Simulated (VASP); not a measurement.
# MnO₂: collinear and 120-degree orders

MnO₂, sheet, 9 atoms in the cell. LDA, DFT+U, non-collinear orders; PAW potentials O, Mn_pv (LDA set).

Hubbard U (eV): Mn shell d, U 6; LDAUTYPE: 2.

## Input

INCAR.step1:
```
ALGO = All ; AMIX = 0.2
AMIX_MAG = 0.8 ; BMIX = 1E-4
BMIX_MAG = 1E-4 ; EDIFF = 1E-6
ENCUT = 450 ; GGA = CA
GGA_COMPAT = F ; ISMEAR = 0
ISYM = -1 ; LASPH = T
LCHARG = F ; LDAU = T
LDAUJ = 0 0 ; LDAUL = -1 2
LDAUPRINT = 1 ; LDAUTYPE = 2
LDAUU = 0 6 ; LMAXMIX = 4
LNONCOLLINEAR = T ; LORBIT = 11
LREAL = F ; LWAVE = F
MAGMOM = 0 0 0 0 0 0 0 0 0 0 0 0 0 0 0 0 0 0 5 0 0 5 0 0 5 0 0 ; NBANDS = 103
NELM = 200 ; PREC = Accurate
SIGMA = 0.05 ; VOSKOWN = 1
```

INCAR.step2, as INCAR.step1 but for:
```
- MAGMOM = 0 0 0 0 0 0 0 0 0 0 0 0 0 0 0 0 0 0 5 0 0 5 0 0 5 0 0
+ MAGMOM = 0 0 0 0 0 0 0 0 0 0 0 0 0 0 0 0 0 0 5 0 0 5 0 0 -5 0 0
```

INCAR.step3 changes the same tag again: MAGMOM = 0 0 0 0 0 0 0 0 0 0 0 0 0 0 0 0 0 0 5 0 0 -2.5 4.3301 0 -2.5 -4.3301 0.

KPOINTS:
```
k-points
0
Gamma
  4 4 1
```

POSCAR:
```
MnO2
1.0
    4.2824331557     -2.4724639352      0.0000000000
   -4.2824331556     -2.4724639352      0.0000000000
    0.0000000000      0.0000000000    -17.9041788096
O Mn
6 3
Direct
    0.0000000000      0.0000000000      0.4468230621
    0.3333333333      0.6666666667      0.4468230621
    0.6666666667      0.3333333333      0.4468230621
    0.3333333333      0.0000000001      0.5531769379
    0.6666666667      0.6666666667      0.5531769379
    0.0000000000      0.3333333334      0.5531769379
    0.3333333333      0.3333333334      0.5000000000
    0.6666666667      0.0000000000      0.5000000000
    0.0000000000      0.6666666667      0.5000000000
```

Commands (each step's output is kept before the next begins):
```
cat potpaw_LDA.64/O/POTCAR potpaw_LDA.64/Mn_pv/POTCAR > POTCAR
cp INCAR.step1 INCAR
mpirun -np 4 vasp_ncl > vasp.out
rm WAVECAR CHG
cp INCAR.step2 INCAR
mpirun -np 4 vasp_ncl > vasp.out
rm WAVECAR CHG
cp INCAR.step3 INCAR
mpirun -np 4 vasp_ncl > vasp.out
```

## Result

- Lowest order: parallel

Magnetic orders:

| Order of the moments | Energy (meV per magnetic atom) | Gap (eV) |
|---|---|---|
| parallel | 0.0 | 2.03 |
| two up, one down | 67.0 | 2.18 |
| 120 degrees | 81.3 | 2.29 |

DFT+U with 6 eV on Mn d.

VASP 6.6.1 took 1610 s on 4 cores (Intel Xeon Platinum 8488C (Sapphire Rapids)), a shared host.
